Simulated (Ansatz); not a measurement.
A (001) slab of relaxed bulk TePb (Fm-3m, 33.43 Å³/atom, gap on the mesh 0.65 eV), 3 planes in a 4×1 cell with the lowest 1 held; added atoms sit on lattice sites of the next plane. A dipole correction is on. The surface energy is the mean of the held and the free face; step energies are per length and the mean of the stripe's two steps, which run along the shortest translation of the plane; step and island energies count from the flat slab and bulk atoms.

Method: DFT PBEsol, scalar-relativistic, plane waves, PAW (Ansatz).

Cutoff 420 eV, Gaussian smearing of 0.05 eV, energies at zero smearing, symmetry of each start kept, no spin polarisation.

```json
{"start": "flat slab", "atoms": "24", "k mesh": "2×6×1", "surface energy (J/m²)": "0.27", "gap on the mesh (eV)": "0.84", "step energy (meV/Å)": "-"}
{"start": "stripe of 4 atoms", "atoms": "28", "k mesh": "2×6×1", "surface energy (J/m²)": "-", "gap on the mesh (eV)": "0.86", "step energy (meV/Å)": "46"}
```

Spin-orbit coupling is left out, which matters for the bands of heavy elements.

Cost: 2 runs of about 90 core-minutes in all, on Arm Neoverse V2 (shared hosts).